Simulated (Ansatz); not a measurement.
Structure: zincblende BP, at its r2SCAN minimum. It is cubic, F-43m (No. 216); conventional cell a = 4.537 Å, 11.67 Å³ an atom. Around B lie 4 P at 1.96 Å; around P lie 4 B at 1.96 Å.

```xyz
2
Lattice="0.0000 2.2683 2.2683 2.2683 0.0000 2.2683 2.2683 2.2683 0.0000" Properties=species:S:1:pos:R:3 pbc="T T T"
B     0.0000    0.0000    0.0000
P     1.1342    1.1342    1.1342
```

4 runs of Ansatz 0.2.0 on this cell differ in the functional (and in the settings that go with it). Levels are in eV from each run's valence top; v1 is the last filled band, c1 the first empty one.

Run A, mean stress -1.4 GPa (compression positive):
```tsv
point	v4	v3	v2	v1	c1	c2
Γ	-17.19	0.00	0.00	0.00	5.03	5.03
X	-11.78	-9.66	-4.57	-4.57	2.76	3.11
U	-11.80	-9.20	-6.89	-3.89	3.64	7.79
```

Run B, mean stress +1.3 GPa (compression positive):
```tsv
point	v4	v3	v2	v1	c1	c2
Γ	-15.46	0.00	0.00	0.00	3.41	3.41
X	-10.61	-8.59	-4.12	-4.12	1.33	1.66
U	-10.61	-8.17	-6.23	-3.50	2.15	6.00
```

Run C, mean stress -1.3 GPa (compression positive):
```tsv
point	v4	v3	v2	v1	c1	c2
Γ	-17.10	0.00	0.00	0.00	4.34	4.34
X	-11.70	-9.58	-4.53	-4.53	2.06	2.41
U	-11.71	-9.11	-6.81	-3.85	2.93	7.06
```

Run D, mean stress 0.0 GPa (compression positive):
```tsv
point	v4	v3	v2	v1	c1	c2
Γ	-16.29	0.00	0.00	0.00	3.60	3.60
X	-11.12	-9.15	-4.36	-4.36	1.50	1.89
U	-11.14	-8.71	-6.52	-3.71	2.37	6.42
```

Question: Match the runs to PBE, r2SCAN, HSE06, PBE0.

Answer: A is PBE0, B is PBE, C is HSE06, D is r2SCAN. In order of the gap: PBE 1.24, r2SCAN 1.41, HSE06 1.96, PBE0 2.66 eV. The stress vanishes for r2SCAN, which relaxed the cell.

No spin polarisation and no zero-point or thermal motion.

The program warns that its thresholds are loose for a hybrid's stress.

The meshes of the hybrids are coarse, so their gaps aren't converged to the digits shown.
